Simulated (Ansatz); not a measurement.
# H: what changed settings do

The reference input for Ansatz (plane-wave DFT with PAW):

```yaml
crystal:
  lattice:
    - [2.6496387389, 0.0, 0.0]
    - [0.0, 2.6496387389, 0.0]
    - [0.0, 0.0, 0.98049292]
  atoms:
    - { symbol: H, position: [0.0, 0.0, 0.5] }
basis:
  ecutwfc: 420
kpoints:
  mp_grid: { grid: [8, 8, 22] }
hamiltonian:
  xc: pbe
scf:
  occupations: { method: gaussian, width: 0.1 }
output:
  forces: true
  stress: true
  eigenvalues: true
```

Command:

```bash
ansatz run input.yaml --threads 1 --pin off --max-ram 1331MiB --backend cpu --events-out ev --progress --plain --runs-dir out
```

The run converges in 6 SCF iterations on 180 irreducible k-points: pressure 1.76 GPa, no gap.

The inputs are trials, many of them unsound on purpose. Their numbers show the effect of the settings and aren't properties of the material. Each trial's input is given as a difference from the reference's; energies are extrapolated to zero smearing where there is one, and pressure is positive in compression. Charged cells sit in a uniform background, and their pressures hang on that convention.

Trial 1:

```diff
+total_charge: 0.5
 basis:
-  ecutwfc: 420
+  ecutwfc: 290
 kpoints:
-  mp_grid: { grid: [8, 8, 22] }
+  mp_grid: { grid: [5, 7, 11] }
 scf:
-  occupations: { method: gaussian, width: 0.1 }
+  occupations: { method: fermi_dirac, width: "0.01 Ry" }
+  mixing: { algorithm: anderson, ndim: 12, preconditioner: kerker_dos }
+  initial_density: { chi_scale: 0, normalization: atom }
+  eigensolver: { real_solve: false }
+  max_iter: 100
```

The program refuses the input:

```text
Error: inconsistent input (total_charge): 0.5 leaves 0.500 electrons of the 1 valence electrons — a charged cell must keep at least one electron
```

Next try, with these keys changed back:

```diff
-total_charge: 0.5
```

The run converges in 8 SCF iterations on 72 irreducible k-points: energy 122 meV per atom above the reference, pressure 2.89 GPa, no gap. It warns that the cutoff lies under the recommended one, 420 eV for these potentials; that the mesh lowers the symmetry.

Trial 2 (volume scaled):

```diff
 crystal:
   lattice:
-    - [2.6496387389, 0.0, 0.0]
-    - [0.0, 2.6496387389, 0.0]
-    - [0.0, 0.0, 0.98049292]
+    - [2.684506405, 0.0, 0.0]
+    - [0.0, 2.684506405, 0.0]
+    - [0.0, 0.0, 0.9933956223]
 basis:
-  ecutwfc: 420
+  ecutwfc: 160
 kpoints:
-  mp_grid: { grid: [8, 8, 22] }
+  mp_grid: { grid: [2, 2, 6], shift: [0.5, 0.5, 0.5] }
 scf:
-  occupations: { method: gaussian, width: 0.1 }
+  occupations: { method: fermi_dirac, width: 0.077 }
+  convergence: { dr2_threshold: "1e-2 eV" }
+relax:
+  adjacent_minimum: "off"
+  f_tol: 0.009
+  max_steps: 30
+  cell: { fix: [volume] }
```

The relaxation ends after 23 steps and 50 SCF iterations, 136 meV per atom in free energy under its start, at 7.16 Å³/atom: energy 809 meV per atom above the reference, pressure -6.40 GPa (unreliable at so low a cutoff), no gap. It warns that the cutoff lies under the recommended one, 420 eV for these potentials; that the SCF threshold is loose for the forces; that not every printed level is settled; that the SCF threshold is loose for the stress.

Trial 3:

```diff
+total_charge: -2
 basis:
-  ecutwfc: 420
+  ecutwfc: "20 Ry"
 kpoints:
-  mp_grid: { grid: [8, 8, 22] }
+  mp_grid: { grid: [4, 4, 10] }
 scf:
+  mixing: { beta: 0.9, ndim: 3 }
+  max_iter: 62
```

The run converges in 8 SCF iterations on 36 irreducible k-points: pressure 117 GPa (with the neutralising background of the charged cell), no gap. It warns that the cutoff lies under the recommended one, 420 eV for these potentials.

Trial 4:

```diff
-basis:
-  ecutwfc: 420
+basis: {}
 kpoints:
-  mp_grid: { grid: [8, 8, 22] }
+  mp_grid: { grid: [4, 4, 12], shift: [0.5, 0.5, 0] }
 hamiltonian:
-  xc: pbe
+  xc: lda
 scf:
+  convergence: { dr2_threshold: "1e-8 eV" }
```

The run converges in 6 SCF iterations on 21 irreducible k-points: pressure 2.28 GPa, no gap. It warns that the SCF threshold is loose for the stress.

Trial 5:

```diff
 basis:
-  ecutwfc: 420
+  ecutwfc: 410
 hamiltonian:
+  pseudopotentials: { kind: nc }
 scf:
+  self_checks: high
```

The run converges in 5 SCF iterations on 180 irreducible k-points: pressure 2.43 GPa (unreliable at so low a cutoff), no gap. It warns that the cutoff lies under the recommended one, 980 eV for these potentials.

Trial 6:

```diff
 basis:
-  ecutwfc: 420
+  ecutwfc: 340
```

The run converges in 6 SCF iterations on 180 irreducible k-points: energy 8.88 meV per atom above the reference, pressure 1.88 GPa, no gap. It warns that the cutoff lies under the recommended one, 420 eV for these potentials.

Trial 7 (volume scaled):

```diff
 crystal:
   lattice:
-    - [2.6496387389, 0.0, 0.0]
-    - [0.0, 2.6496387389, 0.0]
-    - [0.0, 0.0, 0.98049292]
+    - [2.8389322946, 0.0, 0.0]
+    - [0.0, 2.8389322946, 0.0]
+    - [0.0, 0.0, 1.0505405791]
```

The run converges in 6 SCF iterations on 180 irreducible k-points: energy 17.3 meV per atom above the reference, pressure -4.40 GPa, no gap.

Trial 8:

```diff
+total_charge: -0.5
 hamiltonian:
+  pseudopotentials: { kind: nc, frozen_core: stored }
 scf:
+  max_iter: 56
```

The program refuses the input:

```text
Error: inconsistent input (hamiltonian.pseudopotentials.frozen_core, hamiltonian.pseudopotentials.kind): the key says how the frozen core of a PAW file is taken — remove the key, or set kind: paw or paw_fr
```

Next try, with these keys changed back:

```diff
 hamiltonian:
-  pseudopotentials: { kind: nc, frozen_core: stored }
```

The run converges in 7 SCF iterations on 180 irreducible k-points: pressure 4.88 GPa (with the neutralising background of the charged cell), no gap.